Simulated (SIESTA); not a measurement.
HfN under changes of volume

One of the cells (11.712 Å³/atom); the others are scaled copies at fixed shape and fractional positions:

```xyz
2
Lattice="0.0000 2.2709 2.2709 2.2709 0.0000 2.2709 2.2709 2.2709 0.0000" Properties=species:S:1:pos:R:3 pbc="T T T"
Hf    0.0000    0.0000    0.0000
N     2.2709    2.2709    2.2709
```

- Program: SIESTA 5.4.2
- Functional: PBEsol
- Potentials or basis: PseudoDojo 0.4 standard (PBEsol files)
- Basis: DZP (energy shift 0.003 Ry; two zetas on semicore shells)
- Grid cutoff: 800 Ry
- Energy shift: 0.003 Ry
- k mesh: 10 × 10 × 10
- Occupations: fermi-dirac, width 0.05 eV
- Spin: no spin polarisation

```tsv
volume (Å³/atom)	energy over the lowest point (meV/atom)	pressure (GPa)
10.793	45.35	22.2
11.023	19.38	14.5
11.252	3.81	7.5
11.712	0.00	-4.4
11.941	?	?
12.171	26.64	-13.7
```

What does the run at 11.941 Å³/atom give?

Energy over the lowest point 9.98 meV/atom; pressure -9.3 GPa.

Worked out: A Birch-Murnaghan fit of order 3 (a polynomial in V^(-2/3)) to the other rows has its minimum at 11.53 Å³/atom with B0 = V·E''(V) = 289 GPa and B' = 4.3. It gives 9.87 meV/atom at 11.941 Å³/atom, against the run's 9.98, and -dE/dV = -9.4 GPa, against -9.3.

Energies are extrapolated to zero smearing.

Caveats: short orbitals over semicore shells can move pressures by several GPa; the basis of atomic orbitals isn't converged, which shifts pressures, moduli and gaps.
